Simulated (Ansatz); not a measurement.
The first iterations of a band of a periodic cell of 39 atoms, Al16O23 (host Al2O3, host structure R-3c, one O atom removed), cell charge +2.

The calculation used DFT PBEsol, scalar-relativistic, plane waves, PAW (Ansatz). Settings: PAW set soft_1, cutoff 420 eV, k mesh 2x2x2, gaussian smearing 0.05 eV, no spin polarisation.

```json
{
 "movable images": "5",
 "climbing image": "yes",
 "spring": "5.0 eV/Å²",
 "optimiser": "quadratic models (default)",
 "start path": "IDPP",
 "force threshold": "0.03 eV/Å",
 "iteration limit": "52",
 "end points": "relaxed"
}
```

Image 0:

```xyz
39
Lattice="-4.7537 -2.7445 4.3242 4.7537 -2.7445 4.3242 0.0000 5.4891 4.3242" Properties=species:S:1:pos:R:3
Al -0.013 -0.005 4.625
Al 0.200 0.006 2.038
Al -0.088 -0.021 8.421
Al -0.002 -0.022 11.068
O -0.937 1.377 7.565
O -0.712 -1.522 7.566
O 1.539 0.133 7.519
O 1.013 -1.439 5.386
O 0.713 1.498 5.404
O -1.649 -0.104 5.403
Al 0.010 -2.770 8.900
Al 0.008 -2.771 6.232
Al 0.006 2.743 4.071
Al -0.011 2.733 6.737
O 3.784 1.368 7.603
O -0.758 1.231 3.185
O -3.111 0.122 7.567
O -3.825 -1.387 5.399
O 0.707 -1.272 9.725
O 3.107 -0.230 5.422
Al -2.387 1.391 8.878
Al -2.398 1.385 6.254
Al 2.334 -1.275 3.970
Al 2.305 -1.292 6.838
O 1.482 0.100 3.289
O 1.680 2.639 7.623
O -0.735 -4.055 7.618
O -1.471 -0.002 9.729
O -1.638 -2.627 5.407
O 0.716 4.026 5.427
Al 2.262 1.196 8.770
Al 2.378 1.376 6.183
Al -2.366 -1.387 4.064
Al -2.324 -1.313 6.711
O 1.492 -2.769 7.514
O -3.110 2.631 7.566
O -0.709 -1.226 3.205
O -1.477 2.759 5.381
O 0.727 1.242 9.733
```

Image 6:

```xyz
39
Lattice="-4.7537 -2.7445 4.3242 4.7537 -2.7445 4.3242 0.0000 5.4891 4.3242" Properties=species:S:1:pos:R:3
Al 0.011 0.023 4.577
Al 0.014 0.021 1.910
Al -0.007 0.008 8.396
Al 0.010 -0.002 11.063
O -0.933 1.363 7.569
O -0.705 -1.522 7.604
O 1.684 0.101 7.510
O 1.017 -1.310 5.423
O 0.731 1.498 5.400
O -1.634 -0.122 5.402
Al 0.204 -2.755 8.771
Al -0.009 -2.744 6.184
Al 0.002 2.762 4.066
Al -0.084 2.762 6.713
O 3.788 1.373 7.530
O -0.731 1.306 3.191
O -3.106 0.109 7.567
O -3.821 -1.362 5.411
O 0.720 -1.285 9.706
O 3.111 -2.519 5.387
Al -2.394 1.356 8.879
Al -2.383 1.349 6.255
Al 2.309 -1.457 3.971
Al 2.338 -1.474 6.839
O 1.496 0.020 3.295
O 1.543 2.607 7.614
O -0.754 -3.980 7.624
O -1.473 -0.019 9.752
O -1.645 -2.645 5.406
O 0.711 4.013 5.408
Al 2.382 1.365 8.950
Al 2.266 1.544 6.363
Al -2.320 -1.436 4.098
Al -2.362 -1.362 6.745
O 1.486 -2.849 7.520
O -3.107 2.618 7.566
O -0.709 -1.227 3.243
O -1.468 2.742 5.405
O 0.717 1.242 9.729
```

| iteration | highest image above the first end (eV) | largest band force component (eV/Å) |
| --- | --- | --- |
| 1 | 3.070 | 6.832 |
| 2 | 1.688 | 3.127 |

**Question.** Does the band converge within its limit, and where does its top end?

**Answer.** It converged. It ended after 8 iterations with the highest image 1.082 eV above the first end. By the program's own check the climbing image is a first-order saddle point (lowest curvatures found: -2.14 and 4.64 eV/Å²). Limits of this set-up: PAW files made for another functional, charged cell in a uniform background, uncorrected.

Run time: 15 min on 2 threads of Arm Neoverse V1, on a shared host, peak memory 1.8 GiB.
